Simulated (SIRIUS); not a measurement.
**PbO (Litharge) under changes of volume**

One of the cells (19.940 Å³/atom); the others are scaled copies at fixed shape and fractional positions:

```
CELL_PARAMETERS angstrom
3.99000 0.00000 0.00000
0.00000 3.99000 0.00000
0.00000 0.00000 5.01000
ATOMIC_POSITIONS crystal
Pb 0.50000 0.00000 0.76000
Pb 0.00000 0.50000 0.24000
O 0.50000 0.50000 0.00000
O 0.00000 0.00000 0.00000
```

```yaml
Program: SIRIUS 7.12.0
Functional: PBEsol
Potentials_or_basis: PseudoDojo 0.4.1 PBEsol standard (scalar relativistic)
Cutoff: 1152 eV
Density_cutoff: 4606 eV
k_mesh: 7 × 7 × 6
Occupations: fermi-dirac, width 0.05 eV
Spin: no spin polarisation
```

| volume (Å³/atom) | energy over the lowest point (meV/atom) | pressure (GPa) | gap on the mesh (eV) | largest force (eV/Å) |
| --- | --- | --- | --- | --- |
| 18.744 | 18.20 | 5.5 | 1.25 | 0.629 |
| 19.142 | ? | ? | ? | ? |
| 19.541 | 1.30 | 1.4 | 1.32 | 0.025 |
| 19.940 | 0.00 | -0.3 | 1.35 | 0.244 |
| 20.339 | 2.79 | -1.9 | 1.38 | 0.493 |
| 20.738 | 9.25 | -3.3 | 1.41 | 0.723 |
| 21.136 | 18.98 | -4.5 | 1.43 | 0.936 |

Question: What does the run at 19.142 Å³/atom give?

Answer: Energy over the lowest point 7.19 meV/atom; pressure 3.3 GPa; gap on the mesh 1.29 eV; largest force 0.315 eV/Å.

Worked out: A Birch-Murnaghan fit of order 3 (a polynomial in V^(-2/3)) to the other rows has its minimum at 19.86 Å³/atom with B0 = V·E''(V) = 84 GPa and B' = 4.5 at fixed shape and positions, which overstates the stiffness. It gives 7.20 meV/atom at 19.142 Å³/atom, against the run's 7.19, and -dE/dV = 3.4 GPa, against 3.3. A straight line through the other rows of the gap, of slope 1.51 eV per unit of ln V, gives 1.29 eV, against the run's 1.29.

Energies are extrapolated to zero smearing.

Caveats: spin-orbit coupling is left out, which as a rule narrows the gap of such compounds by several tenths of an eV; an odd mesh through Γ misses points on the zone boundary, where band edges often lie.
